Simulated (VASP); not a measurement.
# NaCl (Pm-3m) in VASP: a series of runs

Runs on NaCl. Level: PBE. Tasks: single point.

Everything below comes from runs of VASP 6.6.1. Logs are shortened: lines on timing, memory, paths and dates and some standing lists are left out, and cuts for length are marked.

## 1. The crystal as given

The structure is cubic, space group Pm-3m (No. 221). The conventional cell has a = 3.502 Å, b = 3.502 Å, c = 3.502 Å, α = 90.00°, β = 90.00°, γ = 90.00°. Around Cl (site symmetry m-3m) lie 8 Na at 3.03 Å. Na (site symmetry m-3m) has 8 Cl at 3.03 Å as nearest neighbours.

Measurements of this composition are mostly on another form, of space group No. 225.

## 2. Single point, PBE

Contents of INCAR:

```
ALGO = Normal
EDIFF = 1E-6
ENCUT = 450
GGA = PE
ISIF = 2
ISMEAR = 0
LASPH = T
LCHARG = F
LREAL = F
LWAVE = F
NBANDS = 15
NELM = 60
PREC = Accurate
SIGMA = 0.02
```

Contents of KPOINTS:

```
k-points
0
Gamma
  4 4 4
```

Contents of POSCAR:

```
NaCl
1.0
    3.5021900000      0.0000000000      0.0000000000
    0.0000000000      3.5021900000      0.0000000000
    0.0000000000      0.0000000000      3.5021900000
Cl Na
1 1
Direct
    0.5000000000      0.5000000000      0.5000000000
    0.0000000000      0.0000000000      0.0000000000
```

Potentials or basis: VASP PAW PBE potentials, release 64 (Cl_GW, Na_sv_GW).

Launch:

```sh
$ cat potpaw_PBE.64/Cl_GW/POTCAR potpaw_PBE.64/Na_sv_GW/POTCAR > POTCAR
$ mpirun -np 1 vasp_std > vasp.out
```

OUTCAR:

```text
EDIFF = 1E-6
   ENCUT = 450
   GGA = PE
   ISIF = 2
   ISMEAR = 0
   LASPH = T
   LREAL = F
   NELM = 60
   PREC = Accurate

 ion  position               nearest neighbor table
   1  0.500  0.500  0.500-
   2  0.000  0.000  0.000-

  LATTYP: Found a simple cubic cell.
 ALAT       =     3.5021900000

  Lattice vectors:

 A1 = (   3.5021900000,   0.0000000000,   0.0000000000)
 A2 = (   0.0000000000,   3.5021900000,   0.0000000000)
 A3 = (   0.0000000000,   0.0000000000,   3.5021900000)

Analysis of symmetry for initial positions (statically):
=====================================================================
 Subroutine PRICEL returns:
 Original cell was already a primitive cell.

 Routine SETGRP: Setting up the symmetry group for a
 simple cubic supercell.

 Subroutine GETGRP returns: Found 48 space group operations
 (whereof 48 operations were pure point group operations)
 out of a pool of 48 trial point group operations.

The static configuration has the point symmetry O_h .

Analysis of symmetry for dynamics (positions and initial velocities):
=====================================================================
 Subroutine PRICEL returns:
 Original cell was already a primitive cell.

 Routine SETGRP: Setting up the symmetry group for a
 simple cubic supercell.

 Subroutine GETGRP returns: Found 48 space group operations
 (whereof 48 operations were pure point group operations)
 out of a pool of 48 trial point group operations.

The dynamic configuration has the point symmetry O_h .

 Subroutine INISYM returns: Found 48 space group operations
 (whereof 48 operations are pure point group operations),
 and found     1 'primitive' translations

----------------------------------------------------------------------------------------

                                     Primitive cell

  volume of cell :      42.9555

  direct lattice vectors                    reciprocal lattice vectors
     3.502190000  0.000000000  0.000000000     0.285535622  0.000000000  0.000000000
     0.000000000  3.502190000  0.000000000     0.000000000  0.285535622  0.000000000
     0.000000000  0.000000000  3.502190000     0.000000000  0.000000000  0.285535622

  length of vectors
     3.502190000  3.502190000  3.502190000     0.285535622  0.285535622  0.285535622

  position of ions in fractional coordinates (direct lattice)
     0.500000000  0.500000000  0.500000000
     0.000000000  0.000000000  0.000000000

  ion indices of the primitive-cell ions
   primitive index   ion index
                 1           1
                 2           2

----------------------------------------------------------------------------------------

 KPOINTS: k-points

Automatic generation of k-mesh.
 Grid dimensions read from file:
 generate k-points for:    4    4    4

 Generating k-lattice:

  Cartesian coordinates                     Fractional coordinates (reciprocal lattice)
     0.071383905  0.000000000  0.000000000     0.250000000  0.000000000  0.000000000
     0.000000000  0.071383905  0.000000000     0.000000000  0.250000000  0.000000000
     0.000000000  0.000000000  0.071383905     0.000000000  0.000000000  0.250000000

  Length of vectors
     0.071383905  0.071383905  0.071383905

  Shift w.r.t. Gamma in fractional coordinates (k-lattice)
     0.000000000  0.000000000  0.000000000

 Subroutine IBZKPT returns following result:
 ===========================================

 Found     10 irreducible k-points:

 Following reciprocal coordinates:
            Coordinates               Weight
  0.000000  0.000000  0.000000      1.000000
  0.250000  0.000000  0.000000      6.000000
  0.500000  0.000000  0.000000      3.000000
  0.250000  0.250000  0.000000     12.000000
  0.500000  0.250000  0.000000     12.000000
  0.500000  0.500000  0.000000      3.000000
  0.250000  0.250000  0.250000      8.000000
  0.500000  0.250000  0.250000     12.000000
  0.500000  0.500000  0.250000      6.000000
  0.500000  0.500000  0.500000      1.000000
   k-points           NKPTS =     10   k-points in BZ     NKDIM =     10   number of bands    NBANDS=     15
   number of dos      NEDOS =    301   number of ions     NIONS =      2
   total plane-waves  NPLWV =  13824
   dimension x,y,z NGX =    24 NGY =   24 NGZ =   24
   dimension x,y,z NGXF=    48 NGYF=   48 NGZF=   48
   ions per type =               1   1
   NGX,Y,Z   is equivalent  to a cutoff of  11.39, 11.39, 11.39 a.u.
   NGXF,Y,Z  is equivalent  to a cutoff of  22.79, 22.79, 22.79 a.u.
 SYSTEM =  unknown system
   PREC   = accura    normal or accurate (medium, high low for compatibility)
   ISTART =      0    job   : 0-new  1-cont  2-samecut
   ICHARG =      2    charge: 1-file 2-atom 10-const
   ISPIN  =      1    spin polarized calculation?
   LNONCOLLINEAR =      F non collinear calculations
   LSORBIT =      F    spin-orbit coupling
   LASPH  =      T    aspherical Exc in radial PAW
   ENCUT  =  450.0 eV  33.07 Ry    5.75 a.u.   6.06  6.06  6.06*2*pi/ulx,y,z
   NELM   =     60;   NELMIN=  2; NELMDL= -5     # of ELM steps
   EDIFF  = 0.1E-05   stopping-criterion for ELM
   LREAL  =      F    real-space projection
   EDIFFG = 0.1E-04   stopping-criterion for IOM
   NSW    =      0    number of steps for IOM
   IBRION =     -1    ionic relax: 0-MD 1-quasi-New 2-CG
   NFREE  =      0    steps in history (QN), initial steepest desc. (CG)
   ISIF   =      2    stress and relaxation
   ISYM   =      2    0-nonsym 1-usesym 2-fastsym
   POTIM  = 0.5000    time-step for ionic-motion
   TEBEG  =    0.0;   TEEND  =   0.0 temperature during run
   PSTRESS=    0.0 pullay stress
   NELECT =      16.0000    total number of electrons
   NUPDOWN=      -1.0000    fix difference up-down
   EMIN   =  10.00;   EMAX   =-10.00  energy-range for DOS
   EFERMI =   0.00;   METHOD = LEGACY
   ISMEAR =     0;   SIGMA  =   0.02  broadening in eV -4-tet -1-fermi 0-gaus
   EFERMI_NEDOS =   21; number of points for ismear=-14 and -15
   IALGO  =     38    algorithm
   IMIX   =      4    mixing-type and parameters
     AMIX     =   0.40;   BMIX     =  1.00
     AMIX_MAG =   1.60;   BMIX_MAG =  1.00
  volume/ion in A,a.u.               =      21.48       144.94
  Fermi-wavevector in a.u.,A,eV,Ry     =   1.177900  2.225908 18.877385  1.387449
  Thomas-Fermi vector in A             =   2.314239
   LORBIT       =      0    0 simple, 1 ext, 2 COOP (PROOUT), +10 PAW based schemes
   GGA     = PE    functional components
   LHFCALC =     F    Hartree Fock is set to
   AEXX    =    0.0000 exact exchange contribution
   IVDW    =     0    specifies the selected vdW correction
   LEPSILON=     F    determine dielectric tensor
   LRPA    =     F    only Hartree local field effects (RPA)
 non-spin polarized calculation
 Gauss-broadening in eV      SIGMA  =   0.02
  energy-cutoff  :      450.00
  volume of cell :       42.96
 maximum number of plane-waves:       952
   NGX = 13   NGY = 13   NGZ = 13

 number of electron      16.0000008 magnetization

 Free energy of the ion-electron system (eV)
  ---------------------------------------------------
  ext. energy  EPLUGINS =         0.00000000
  ---------------------------------------------------
  free energy    TOTEN  =        -8.54160952 eV

  energy without entropy =       -8.54160952  energy(sigma->0) =       -8.54160952

 E-fermi :   0.4473     XC(G=0):  -8.5341

 val. band max:        0.2220299750   @ k =   0.5000   0.5000   0.0000
 cond. band min:       4.2021442432   @ k =   0.0000   0.0000   0.0000
 fundamental gap:      3.9801142682
 Fermi energy:         0.4472892352

 k-point     1 :       0.0000    0.0000    0.0000
  band No.  band energies     occupation
      1     -49.9344      2.00000
      2     -21.8607      2.00000
      3     -21.8607      2.00000
      4     -21.8607      2.00000
      5     -13.1548      2.00000
      6      -0.2693      2.00000
      7      -0.2693      2.00000
      8      -0.2693      2.00000
      9       4.2021      0.00000
     10       8.7457      0.00000
     11       8.7457      0.00000
     12      15.7675      0.00000
     13      15.7701      0.00000
     14      15.7754      0.00000
     15      15.9146      0.00000

 k-point     2 :       0.2500    0.0000    0.0000
  band No.  band energies     occupation
      1     -49.9336      2.00000
      2     -21.8810      2.00000
      3     -21.8589      2.00000
      4     -21.8589      2.00000
      5     -12.9839      2.00000
      6      -1.6905      2.00000
      7      -0.1551      2.00000
      8      -0.1551      2.00000
      9       5.5546      0.00000
     10       9.4040      0.00000
     11       9.5683      0.00000
     12      13.1094      0.00000
     13      13.1094      0.00000
     14      15.2353      0.00000
     15      15.8289      0.00000

 k-point     3 :       0.5000    0.0000    0.0000
  band No.  band energies     occupation
      1     -49.9329      2.00000
      2     -21.9012      2.00000
      3     -21.8571      2.00000
      4     -21.8571      2.00000
      5     -12.7995      2.00000
      6      -2.7183      2.00000
      7      -0.0343      2.00000
      8      -0.0343      2.00000
      9       7.1293      0.00000
     10       8.7949      0.00000
     11      10.6194      0.00000
     12      11.9411      0.00000
     13      11.9411      0.00000
     14      13.2170      0.00000
     15      16.6657      0.00000
[... 91 lines left out ...]
 k-point     9 :       0.5000    0.5000    0.2500
  band No.  band energies     occupation
      1     -49.9306      2.00000
      2     -21.8897      2.00000
      3     -21.8897      2.00000
      4     -21.8705      2.00000
      5     -12.4019      2.00000
      6      -1.8431      2.00000
      7      -1.8431      2.00000
      8      -0.7940      2.00000
      9       6.3820      0.00000
     10       8.6436      0.00000
     11       8.6436      0.00000
     12      12.4862      0.00000
     13      14.1058      0.00000
     14      15.0862      0.00000
     15      15.0862      0.00000

 k-point    10 :       0.5000    0.5000    0.5000
  band No.  band energies     occupation
      1     -49.9298      2.00000
      2     -21.8870      2.00000
      3     -21.8870      2.00000
      4     -21.8870      2.00000
      5     -12.2618      2.00000
      6      -1.6237      2.00000
      7      -1.6237      2.00000
      8      -1.6237      2.00000
      9       7.3097      0.00000
     10       7.3097      0.00000
     11       7.3097      0.00000
     12      11.9008      0.00000
     13      16.1011      0.00000
     14      16.1011      0.00000
     15      16.1011      0.00000

------------------------ aborting loop because EDIFF is reached ----------------------------------------

  FORCE on cell =-STRESS in cart. coord.  units (eV):
  Direction    XX          YY          ZZ          XY          YZ          ZX
  --------------------------------------------------------------------------------------
  -------------------------------------------------------------------------------------
  Total        0.0497203      0.0497203      0.0497203      0.0000000     -0.0000000      0.0000000
  in kB        1.8544934      1.8544934      1.8544934      0.0000000     -0.0000000      0.0000000
  external PRESSURE =       1.8544934 kB  Pullay stress =       0.0000000 kB

 VOLUME and BASIS-vectors are now :
 -----------------------------------------------------------------------------
  energy-cutoff  :      450.00
  volume of cell :       42.96
      direct lattice vectors                 reciprocal lattice vectors
     3.502190000  0.000000000  0.000000000     0.285535622  0.000000000  0.000000000
     0.000000000  3.502190000  0.000000000     0.000000000  0.285535622  0.000000000
     0.000000000  0.000000000  3.502190000     0.000000000  0.000000000  0.285535622

 POSITION                                       TOTAL-FORCE (eV/Angst)
 -----------------------------------------------------------------------------------
      1.75110      1.75110      1.75110         0.000000      0.000000      0.000000
      0.00000      0.00000      0.00000         0.000000      0.000000      0.000000
 -----------------------------------------------------------------------------------
    total drift:                                0.000000      0.000000     -0.000000

  FREE ENERGIE OF THE ION-ELECTRON SYSTEM (eV)
  ---------------------------------------------------
  free  energy   TOTEN  =        -8.5416095224 eV

  energy  without entropy=       -8.5416095224  energy(sigma->0) =       -8.54160952
```

It took 9.3 s on 1 thread of Intel Xeon Platinum 8375C at 2.90GHz (Ice Lake), shared host; peak memory 0.13 GiB.

Results:

```
Free energy            : -8.5416 eV
Pressure               : 0.2 GPa
Band gap on the k mesh : 3.98 eV, indirect (least direct gap 4.47 eV)
```

Levels at points of the mesh, in eV from the valence-band top:
| k point | band 4 | band 5 | band 6 | band 7 | band 8 | band 9 | band 10 | band 11 | band 12 | band 13 |
| --- | --- | --- | --- | --- | --- | --- | --- | --- | --- | --- |
| (0.00, 0.00, 0.00) | -22.08 | -13.38 | -0.49 | -0.49 | -0.49 | 3.98 | 8.52 | 8.52 | 15.55 | 15.55 |
| (0.50, 0.00, 0.00) | -22.08 | -13.02 | -2.94 | -0.26 | -0.26 | 6.91 | 8.57 | 10.40 | 11.72 | 11.72 |
| (0.50, 0.50, 0.00) | -22.08 | -12.76 | -2.26 | -2.26 | 0.00 | 5.53 | 9.82 | 11.03 | 11.03 | 12.44 |
| (0.50, 0.50, 0.50) | -22.11 | -12.48 | -1.85 | -1.85 | -1.85 | 7.09 | 7.09 | 7.09 | 11.68 | 15.88 |

Caveat: the k mesh is coarse (spacing up to 0.45 Å⁻¹), so the values aren't converged; the cutoff is under 1.25 times the usual one of these potentials, so pressure, stress and relaxed cells hold a basis-set (Pulay) error. A k mesh can miss the band edges.

## 3. Single point, PBE

Contents of INCAR:

```
PREC     = Accurate       # precision mode
ENCUT    = 500            # plane-wave cutoff, eV
EDIFF    = 1E-6           # SCF threshold, eV
ISMEAR   = 0              # smearing method
SIGMA    = 0.02           # smearing width, eV
LREAL    = False          # projectors in reciprocal space
LASPH    = True           # aspherical terms in the spheres
NELM     = 80             # most SCF steps
ALGO     = Normal         # electronic algorithm
ISIF     = 2              # what is computed and relaxed
LWAVE    = False          # write WAVECAR
LCHARG   = True           # write CHGCAR
GGA      = PE             # functional
LELF     = True           # ELF
LVHAR    = True         
NBANDS   = 15             # bands
```

Contents of KPOINTS:

```
regular mesh
0
Gamma
  4 4 4
```

POSCAR is that of step 2.

Potentials or basis: VASP PAW PBE potentials, release 64 (Cl_GW, Na_sv_GW).

Launch:

```sh
$ cat potpaw_PBE.64/Cl_GW/POTCAR potpaw_PBE.64/Na_sv_GW/POTCAR > POTCAR
$ mpirun -np 1 vasp_std > vasp.out
```

It took 19 s on 1 thread of Intel Xeon Platinum 8175M at 2.50GHz (Skylake/Cascade Lake), shared host; peak memory 0.15 GiB.

Results (log left out):

```
Free energy            : -8.5429 eV
Pressure               : 0.0 GPa
Band gap on the k mesh : 3.98 eV, indirect (least direct gap 4.47 eV)
```

Levels at points of the mesh, in eV from the valence-band top:
| k point | band 4 | band 5 | band 6 | band 7 | band 8 | band 9 | band 10 | band 11 | band 12 | band 13 |
| --- | --- | --- | --- | --- | --- | --- | --- | --- | --- | --- |
| (0.00, 0.00, 0.00) | -22.08 | -13.38 | -0.49 | -0.49 | -0.49 | 3.98 | 8.52 | 8.52 | 15.54 | 15.54 |
| (0.50, 0.00, 0.00) | -22.08 | -13.02 | -2.94 | -0.26 | -0.26 | 6.91 | 8.57 | 10.40 | 11.72 | 11.72 |
| (0.50, 0.50, 0.00) | -22.08 | -12.76 | -2.26 | -2.26 | 0.00 | 5.53 | 9.82 | 11.03 | 11.03 | 12.44 |
| (0.50, 0.50, 0.50) | -22.11 | -12.48 | -1.85 | -1.85 | -1.85 | 7.09 | 7.09 | 7.09 | 11.68 | 15.88 |

Caveat: the k mesh is coarse (spacing up to 0.45 Å⁻¹), so the values aren't converged.
